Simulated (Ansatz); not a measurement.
Crystal: CdSe.

```
Cd Se
1.0
     0.00000    2.87396    2.87396
     2.87396    0.00000    2.87396
     2.87396    2.87396    0.00000
Cd Se
1 1
Direct
  0.00000 0.00000 0.00000
  0.50000 0.50000 0.50000
```

Measurements of this composition are mostly on another form, of space group No. 186.

```yaml
Program: Ansatz 0.2.0
Task: relaxation of cell and atoms
Functional: RPBE
Dispersion: D4
Potentials_or_basis: Ansatz PAW
Cutoff: "420 eV (not typed: the program's choice for these potentials)"
k_mesh: 8 × 8 × 8
Occupations: fermi-dirac, width 0.05 eV
Spin: no spin polarisation
```

At the start: volume 23.74 Å³/atom.

Question: Where does the relaxation end?

Answer: It ends after 5 steps and the volume is 22.40 Å³/atom (-5.6 %); space group Fm-3m (No. 225, to 0.05 Å).

The path:
```csv
step,energy change (eV),largest force (eV/Å),volume (Å³)
1,0.0000,0.0000,47.48
2,-0.0187,0.0000,43.16
3,-0.0318,0.0000,44.98
4,-0.0320,0.0000,44.80
5,-0.0313,0.0000,44.80
```

Final structure:
```xyz
2
Lattice="0.0000 2.8189 2.8189 2.8189 0.0000 2.8189 2.8189 2.8189 0.0000" Properties=species:S:1:pos:R:3 pbc="T T T"
Cd    0.0000    0.0000    0.0000
Se    2.8189    2.8189    2.8189
```

Caveat: the plane-wave basis is chosen anew once the cell has moved, so the energies of steps on either side of that aren't comparable; pairwise dispersion overbinds metals, which lowers pressure and volume; the PAW data sets come from PBE, with cores solved anew for the run's functional, which leaves a small shift of forces and pressure.
